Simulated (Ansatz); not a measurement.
# Tl11Br12: the cost of one run

Computed with Ansatz 0.2.0 (DFT, PBE, plane-wave PAW, default files, scalar-relativistic, as far as a step names no other, unless a step's input says otherwise).

## (1) The starting structure

The structure is orthorhombic, space group Amm2 (No. 38). The conventional cell has a = 9.944 Å, b = 13.259 Å, c = 12.445 Å, α = 90.00°, β = 90.00°, γ = 90.00°. Tl (site symmetry mm2) is surrounded by 5 Br at 3.14 to 3.34 Å. Tl (site symmetry m) is surrounded by 7 Br at 3.14 to 3.79 Å and 2 Tl at 3.72 Å. Tl (site symmetry m) has 5 Br at 3.14 to 3.34 Å as nearest neighbours. Tl (site symmetry 1) is surrounded by 5 Br at 3.14 to 3.34 Å. Br (site symmetry m) has 5 Tl at 3.14 to 3.34 Å as nearest neighbours. Br (site symmetry 1) is surrounded by 4 Tl at 3.14 to 3.34 Å. Br (site symmetry mm2) has 6 Tl at 3.34 to 3.79 Å as nearest neighbours. Only part of the 11 independent sites is listed.

As a file:

```xyz
23
Lattice="6.6293 -6.2223 0.0000 0.0000 12.4445 0.0000 0.0000 0.0000 9.9435" Properties=species:S:1:pos:R:3 pbc="T T T"
Tl    2.2098    1.3822    8.7006
Tl    4.4195    7.6044    3.7288
Tl    4.4195    7.6044    8.7006
Tl    0.0000    7.6044    3.7288
Tl    0.0000    7.6044    8.7006
Tl    2.2098   -1.3822    1.2429
Tl    2.2098   -1.3822    6.2147
Tl    4.4195    4.8401    1.2429
Tl    4.4195    4.8401    6.2147
Tl    0.0000    4.8401    1.2429
Tl    0.0000    4.8401    6.2147
Br    2.2098    7.9240    1.2429
Br    2.2098    7.9240    6.2147
Br    4.4195    1.7017    1.2429
Br    4.4195    1.7017    6.2147
Br    0.0000    1.7017    1.2429
Br    0.0000    1.7017    6.2147
Br    2.2098    4.5206    3.7288
Br    2.2098    4.5206    8.7006
Br    4.4195   -1.7017    3.7288
Br    4.4195   -1.7017    8.7006
Br    0.0000   10.7428    3.7288
Br    0.0000   10.7428    8.7006
```

The vacant site is at (0.333, 0.278, 0.375) in fractional coordinates of the input's cell.

## (2) First run, atoms as given

Contents of input.yaml:

```yaml
crystal:
  lattice:
    - [6.6292610085, -6.2222708063, 0.0]
    - [0.0, 12.4445416126, 0.0]
    - [0.0, 0.0, 9.94351644]
  atoms:
    - { symbol: Tl, position: [0.3333333333, 0.2777323167, 0.875] }
    - { symbol: Tl, position: [0.6666666667, 0.9443989833, 0.375] }
    - { symbol: Tl, position: [0.6666666667, 0.9443989833, 0.875] }
    - { symbol: Tl, position: [0.0, 0.61106565, 0.375] }
    - { symbol: Tl, position: [0.0, 0.61106565, 0.875] }
    - { symbol: Tl, position: [0.3333333333, 0.0556010167, 0.125] }
    - { symbol: Tl, position: [0.3333333333, 0.0556010167, 0.625] }
    - { symbol: Tl, position: [0.6666666667, 0.7222676833, 0.125] }
    - { symbol: Tl, position: [0.6666666667, 0.7222676833, 0.625] }
    - { symbol: Tl, position: [0.0, 0.38893435, 0.125] }
    - { symbol: Tl, position: [0.0, 0.38893435, 0.625] }
    - { symbol: Br, position: [0.3333333333, 0.8034096667, 0.125] }
    - { symbol: Br, position: [0.3333333333, 0.8034096667, 0.625] }
    - { symbol: Br, position: [0.6666666667, 0.4700763333, 0.125] }
    - { symbol: Br, position: [0.6666666667, 0.4700763333, 0.625] }
    - { symbol: Br, position: [0.0, 0.136743, 0.125] }
    - { symbol: Br, position: [0.0, 0.136743, 0.625] }
    - { symbol: Br, position: [0.3333333333, 0.5299236667, 0.375] }
    - { symbol: Br, position: [0.3333333333, 0.5299236667, 0.875] }
    - { symbol: Br, position: [0.6666666667, 0.1965903333, 0.375] }
    - { symbol: Br, position: [0.6666666667, 0.1965903333, 0.875] }
    - { symbol: Br, position: [0.0, 0.863257, 0.375] }
    - { symbol: Br, position: [0.0, 0.863257, 0.875] }
total_charge: -1
kpoints:
  mp_grid: { grid: [3, 3, 2] }
scf:
  occupations: { method: fermi_dirac, width: 0.01 }
hamiltonian:
  xc: pbe
  pseudopotentials: { kind: paw }
output:
  forces: true
  stress: true
  populations: true
  efg: { quadrupole_moments_barn: { Br: 0.2579 }, contact_densities: true }
```

Started as:

```bash
> ansatz run input.yaml --threads 1 --pin off --max-ram 3072MiB --backend cpu --events-out ev --progress --plain --runs-dir out
```

What time and memory should one allow on 1 thread of Intel Xeon 6975P-C (Granite Rapids), shared host?

About 56 s, with a peak of 1.5 GiB.
